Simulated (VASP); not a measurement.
**KTaO3 in VASP 6.6.1, single-point calculation**

INCAR

```
NBANDS = 27
LREAL = .FALSE.
GGA = PE
IBRION = -1
EDIFF = 1E-7
LCHARG = .FALSE.
PREC = Accurate
LWAVE = .FALSE.
SIGMA = 0.1
NELM = 120
NSW = 0
ISMEAR = 1
ISIF = 2
ENCUT = 520
LASPH = .TRUE.
```

KPOINTS

```
KPOINTS created by Atomic Simulation Environment
0
Monkhorst-Pack
6 6 6
0 0 0
```

POSCAR

```
K  Ta O
 1.0000000000000000
     3.9514266883000002    0.0000000000000000    0.0000000000000000
     0.0000000000000000    3.9514266883000002    0.0000000000000000
     0.0000000000000000    0.0000000000000000    3.9514266883000002
 K   Ta  O
   1   1   3
Cartesian
  1.9757133441500001  1.9757133441500001  1.9757133441500001
  0.0000000000000000  0.0000000000000000  0.0000000000000000
  1.9757133441500001  0.0000000000000000  0.0000000000000000
  0.0000000000000000  1.9757133441500001  0.0000000000000000
  0.0000000000000000  0.0000000000000000  1.9757133441500001
```

The recommended PBE PAW datasets give the neutral cell 38 valence electrons.

Command

```
mpirun -np 1 vasp_std
```

How does this run end, and what does it give?

It converged. Results: gap between bands v and c on the k mesh 2.72 eV; least direct gap on the k mesh 3.46 eV; pressure 12.5 GPa. Band v is the last that the valence electrons fill when counted band by band, and c is the next.

OSZICAR

```
N       E                     dE             d eps       ncg     rms          rms(c)
DAV:   1     0.327970306988E+03    0.32797E+03   -0.20665E+04   540   0.141E+03
DAV:   2    -0.299524727535E+02   -0.35792E+03   -0.34627E+03   639   0.412E+02
DAV:   3    -0.487402933823E+02   -0.18788E+02   -0.18704E+02   757   0.915E+01
DAV:   4    -0.493874919128E+02   -0.64720E+00   -0.64593E+00   896   0.106E+01
DAV:   5    -0.493905437876E+02   -0.30519E-02   -0.30516E-02   709   0.811E-01    0.359E+01
DAV:   6    -0.411042966336E+02    0.82862E+01   -0.34434E+01   679   0.401E+01    0.138E+01
DAV:   7    -0.409885938881E+02    0.11570E+00   -0.17297E+00   703   0.831E+00    0.981E+00
DAV:   8    -0.409459403034E+02    0.42654E-01   -0.36338E-01   642   0.508E+00    0.322E+00
DAV:   9    -0.409285022555E+02    0.17438E-01   -0.33255E-02   663   0.142E+00    0.507E-01
DAV:  10    -0.409272022776E+02    0.13000E-02   -0.11191E-02   752   0.688E-01    0.722E-02
DAV:  11    -0.409272283801E+02   -0.26102E-04   -0.60584E-04   757   0.166E-01    0.339E-02
DAV:  12    -0.409272595131E+02   -0.31133E-04   -0.55683E-05   746   0.630E-02    0.782E-03
DAV:  13    -0.409272596435E+02   -0.13044E-06   -0.48710E-06   749   0.185E-02    0.634E-03
DAV:  14    -0.409272595164E+02    0.12713E-06   -0.16995E-06   722   0.787E-03    0.324E-03
DAV:  15    -0.409272594390E+02    0.77374E-07   -0.17290E-07   576   0.314E-03
   1 F= -.40927259E+02 E0= -.40928032E+02  d E =0.231665E-02
```

The shifted mesh misses Γ, so a band edge there is missed.

For comparison, a separate PBE run of the intended cell, on usual settings and not on those above, gives a gap of 2.24 eV on its mesh and a pressure of 12.5 GPa.
